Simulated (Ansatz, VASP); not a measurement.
# Two plane-wave programs on CsSnI3

```
Cs I Sn
1.0
     6.20570    0.00000    0.00000
     0.00000    6.20570    0.00000
     0.00000    0.00000    6.20570
Cs I Sn
1 3 1
Direct
  0.00000 0.00000 0.00000
  0.50000 0.50000 0.00000
  0.50000 0.00000 0.50000
  0.00000 0.50000 0.50000
  0.50000 0.50000 0.50000
```

Alike in both runs: task single point; functional PBEsol; k mesh 5 × 5 × 5; occupations fermi-dirac, width 0.05 eV; no spin polarisation.

|  | VASP | Ansatz |
| --- | --- | --- |
| version | VASP 6.6.1 | Ansatz 0.2.0 |
| potentials or method | VASP PAW PBE potentials, release 64 (Cs_sv, I, Sn_d) | Ansatz PAW |
| plane-wave cutoff (eV) | 520 | 420 |
| valence electrons in the cell | 44 | 74 |

Ansatz gave:

```
gap on the k mesh at the Fermi level (eV) : 1.73
least direct gap on the mesh (eV)         : 1.73
pressure (GPa)                            : -0.7
```

**Question.** Which values does VASP return?

**Answer.** gap on the k mesh at the Fermi level (eV): 1.72; least direct gap on the mesh (eV): 1.72; pressure (GPa): -0.7.

The two sets of potentials don't hold the same shells in valence.

Caveats: spin-orbit coupling is left out, which moves the levels of the heavy elements; the PAW data sets were made with another functional, which shifts forces and pressure a little (VASP); an odd mesh through Γ misses points on the zone boundary, where band edges often lie (VASP); odd divisions of the mesh miss points on the zone boundary, where band edges often lie, so the gap on the mesh can be too wide (Ansatz); the PAW data sets come from PBE, with cores solved anew for the run's functional, which leaves a small shift of forces and pressure (Ansatz). PBEsol gaps usually lie below the measured ones, often by a third to a half.
